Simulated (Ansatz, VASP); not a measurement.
**Two plane-wave programs on ZrB2**

```xyz
3
Lattice="3.1673 0.0000 0.0000 -1.5837 2.7430 0.0000 0.0000 0.0000 3.5515" Properties=species:S:1:pos:R:3 pbc="T T T"
Zr    0.0000    0.0000    0.0000
B     0.0000    1.8286    1.7758
B     1.5837    0.9143    1.7758
```

Alike in both runs: functional r2SCAN; k mesh 15 × 15 × 12; occupations gaussian, width 0.1 eV; no spin polarisation.

Ansatz relaxed the structure, and its values are those at the end. VASP's run is a single point on that final structure, the one shown.

|  | VASP | Ansatz |
| --- | --- | --- |
| version | VASP 6.6.1 | Ansatz 0.2.0 |
| potentials or method | VASP PAW PBE potentials, release 64 (Zr_sv, B) | scalar-relativistic, plane waves, PAW |
| plane-wave cutoff (eV) | 520 | 500 |
| valence electrons in the cell | 18 | 18 |

```csv
,VASP,Ansatz,Ansatz less VASP
gap on the k mesh at the Fermi level (eV),none,none,-
pressure (GPa),0.1,0.0,-0.09
```

A gap of «none» marks a metal or a gap that the smearing closes. The functional is the same, so the differences come from potentials, cutoffs and numerics.

Caveats: the PAW data sets were made with another functional, which shifts forces and pressure a little (VASP).
